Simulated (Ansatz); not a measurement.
Run this with Ansatz 0.2.0, Python API and show what comes out.

`mgse.cif`
```cif
data_MgSe
_cell_length_a 3.854439
_cell_length_b 3.854439
_cell_length_c 3.854439
_cell_angle_alpha 60.00000
_cell_angle_beta 60.00000
_cell_angle_gamma 60.00000
_symmetry_space_group_name_H-M 'P 1'
_symmetry_Int_Tables_number 1
loop_
_symmetry_equiv_pos_as_xyz
'x, y, z'
loop_
_atom_site_label
_atom_site_type_symbol
_atom_site_fract_x
_atom_site_fract_y
_atom_site_fract_z
Mg1 Mg    0.000000    0.000000    0.000000
Se2 Se    0.500000    0.500000    0.500000
```

Script `run_ddh.py`:
```python
# -*- coding: utf-8 -*-
"""A hybrid whose exact exchange is one over the dielectric constant of MgSe."""

import ansatz as az
from ase.io import read
import numpy as np


def count_gap(report):
    # lowest empty less highest filled band, counting bands; zero where they overlap
    return max(report.get("gap_by_band_count_ev") or 0.0, 0.0)


def main():
    atoms = read("mgse.cif")
    system = az.Crystal.from_ase(atoms)

    setup = (
        system.calculation()
        .scf(tolerance=1e-10)
        .kpoints(4)
        .occupations("fixed")
        .band_table()
    )
    semilocal = setup.functional("pbe").run().report
    hybrid = setup.functional(exchange="pbe", correlation="pbe", exact_fraction="inverse_dielectric").run().report
    alpha = hybrid["hybrid"]["exact_exchange_fraction"]
    print(f"fraction of exact exchange {alpha:.4f}, so eps_inf = {1 / alpha:.2f}")
    print(f"gap by band count: {count_gap(semilocal):.3f} eV semilocal, {count_gap(hybrid):.3f} eV hybrid")


if __name__ == "__main__":
    main()
```

```console
$ python run_ddh.py
DeckWarning: basis.ecutwfc = 420 eV, auto-derived from the records' recommended cutoffs: set by Mg (normal level)
fraction of exact exchange 0.1519, so eps_inf = 6.58
gap by band count: 1.793 eV semilocal, 2.752 eV hybrid
```
(Warnings from the package without file and line.)

The fraction is 0.1519, one over a mean dielectric constant (a third of the trace) of 6.58. It opens the gap from 1.793 to 2.752 eV, by 0.96 eV.

What to keep in mind:
- Energy and stress may still move on a finer k-point mesh.
- Of the deposited cell: the entry's cell lengths or inner coordinates differ somewhat from later room-temperature determinations.
- The structure is a deposited one; some such entries were measured under pressure or heat, so a shift against it needn't be the functional's error alone.
- Levels are Kohn-Sham eigenvalues on this mesh, without spin-orbit coupling.
- The gaps are those of a coarse mesh; the run finds the dielectric constant of the semilocal functional on meshes of its own.
- Timing: 28 s on 1 thread of Intel(R) Xeon(R) Platinum 8259CL CPU @ 2.50GHz (Skylake/Cascade Lake), with other jobs on the host, peak memory 0.79 GiB.
